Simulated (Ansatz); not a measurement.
The system is ZrSe2.

```
Zr Se
1.0
     3.79800    0.00000    0.00000
    -1.89900    3.28916    0.00000
     0.00000    0.00000    6.19200
Zr Se
1 2
Direct
  0.00000 0.00000 0.00000
  0.66667 0.33333 0.75000
  0.33333 0.66667 0.25000
```

Base run:

```yaml
Program: Ansatz 0.2.0
Functional: PBEsol
Potentials_or_basis: all-electron LAPW, scalar-relativistic
Cutoff: 216 eV (chosen from the basis error)
Basis_error_allowed: 0.002 eV/atom
k_mesh: 6 × 6 × 4
Occupations: fermi-dirac, width 0.05 eV
Spin: no spin polarisation
```

Its results: band gap on the k mesh 0.32 eV, indirect (least direct gap 1.01 eV); pressure -1.1 GPa; largest force 0.074 eV/Å.

Task: After a change of settings the same cell gave: band gap on the k mesh 0.18 eV, indirect (least direct gap 0.87 eV); pressure -1.1 GPa; largest force 0.081 eV/Å. Which change was it?
A. potentials or basis from all-electron LAPW, scalar-relativistic to all-electron PAW datasets made for the crystal; k mesh from 6 × 6 × 4 to 8 × 8 × 5
B. potentials or basis from all-electron LAPW, scalar-relativistic to all-electron LAPW, relativistic spinors; spin from no spin polarisation to spin-orbit coupling, no magnetisation
C. potentials or basis from all-electron LAPW, scalar-relativistic to all-electron LAPW, inner shells corrected to Dirac's equation; k mesh from 6 × 6 × 4 to 8 × 8 × 5
D. k mesh from 6 × 6 × 4 to 8 × 8 × 5

Result: B.

Spin-orbit coupling splits the band edges, which narrows the gap.

Caveats: this functional lacks dispersion, which binds the layers, so the pressure and a relaxed spacing across them are unreliable.

The runs don't all hold the same shells in valence.
